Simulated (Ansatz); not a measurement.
Crystal: Fe.

```xyz
1
Lattice="-1.4430 1.4430 1.4430 1.4430 -1.4430 1.4430 1.4430 1.4430 -1.4430" Properties=species:S:1:pos:R:3 pbc="T T T"
Fe    0.0000    0.0000    0.0000
```

Base run:

* Program: Ansatz 0.2.0
* Functional: PBEsol
* Potentials or basis: Ansatz PAW
* Cutoff: 420 eV (not typed: the program's choice for these potentials)
* k mesh: 11 × 11 × 11
* Occupations: fermi-dirac, width 0.05 eV
* Spin: collinear spin, ferromagnetic start
* Starting moments: [6.0] μB
* Fixed moment: 6 μB

Its results: pressure 183.7 GPa; site moments Fe +5.01 μB.

The run is repeated on the same cell with these changes: fixed moment from 6 μB to 2.2 μB; moments at the start from [6.0] to [2.2]. What comes out?

Pressure -19.1 GPa; site moments Fe +2.25 μB.

Caveats: the total moment is fixed, so each spin has its own Fermi level; the PAW data sets come from PBE, with cores solved anew for the run's functional, which leaves a small shift of forces and pressure; the thresholds are loose for stress; a pressure of tens of GPa on the cell as given is suspect, and the run, the potentials or the cell itself is likely at fault (some runs).
